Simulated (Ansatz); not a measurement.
Li$_{2}$O (anti-fluorite)

```
Li2O
1.0
    0.00000     2.28637     2.28637
    2.28637     0.00000     2.28637
    2.28637     2.28637     0.00000
O Li
1 2
Direct
  0.00000   0.00000   0.00000
  0.25000   0.25000   0.25000
  0.75000   0.75000   0.75000
```

A phonon eigenvector at Γ is frozen into this cell: atom i moves by Q times the vector below, so Q is the largest atomic displacement, in Å. The cell is held. It is one choice among 3 degenerate patterns.

```tsv
atom	x	y	z
Li2	0.000	0.000	1.000
Li3	0.000	0.000	-1.000
```

Atoms not listed stay in place.

All values below come from r2SCAN (plane waves to 500 eV, PAW, scalar-relativistic; Ansatz, a first-principles code). k mesh 12×12×12 (Γ-centred), Fermi-Dirac smearing 0.05 eV. Left out: 6 of 13 points, with atoms too close for the PAW data. Li2O was relaxed with its symmetry unable to fall.

At one point of the scan the forces (eV/Å) are:

```csv
atom,Fx,Fy,Fz
O1,0.000,0.000,0.000
Li2,0.000,0.000,-0.358
Li3,0.000,0.000,0.358
```

Task: Which point is it?
A) Q = 0.140 Å
B) Q = 0.047 Å
C) Q = 0.093 Å

Result: B, Q = 0.047 Å

(A displaced cell: forces are minus the slopes of the energy, force constants its curvatures, and phonons follow from these.)
